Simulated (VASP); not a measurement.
**BN (Qingsongite): single point with r2SCAN**

**Experimental background.**

From a printed reference work, monograph, for a bulk crystal of BN at 300 K: band gap 6.4 eV (indirect).

The system is BN (Qingsongite).

```
B N
1.0
     0.00000    1.80750    1.80750
     1.80750    0.00000    1.80750
     1.80750    1.80750    0.00000
B N
1 1
Cartesian
  0.0000 0.0000 0.0000
  0.9038 0.9038 0.9038
```

```json
{
  "Program": "VASP 6.6.1",
  "Task": "single point",
  "Functional": "r2SCAN",
  "Potentials or basis": "VASP PAW PBE potentials, release 64 (B, N)",
  "Cutoff": "520 eV",
  "k mesh": "10 × 10 × 10",
  "Occupations": "gaussian, width 0.05 eV",
  "Spin": "no spin polarisation",
  "Dipole correction": "no",
  "Further INCAR settings": "ALGO = Normal; EDIFF = 1e-06; NBANDS = 11"
}
```

```yaml
Pressure: -0.6 GPa
Band_gap_on_the_k_mesh: 4.98 eV, indirect (least direct gap 9.53 eV)
```

Levels at points of the mesh, in eV from the valence-band top:
```csv
k point,band 2,band 3,band 4,band 5,band 6,band 7
"(0.00, 0.00, 0.00)",0.00,0.00,0.00,9.53,9.53,9.53
"(0.50, 0.00, 0.00)",-11.08,-2.01,-2.01,10.79,11.47,11.47
"(0.50, 0.50, 0.00)",-9.32,-5.10,-5.10,4.98,9.81,19.26
```

It took 58 s on 1 thread of AMD EPYC 7R13, on a shared host, peak memory 0.09 GiB.

A measured gap of BN is 6.4 eV (indirect; 300 K; a printed reference work, monograph); the calculated 4.98 eV misses it by -1.42 eV. The value is that of r2SCAN on a finite k mesh, which can miss the band edges, without temperature or zero-point motion.

Caveat: the PAW data sets were made with another functional, which shifts forces and pressure a little.
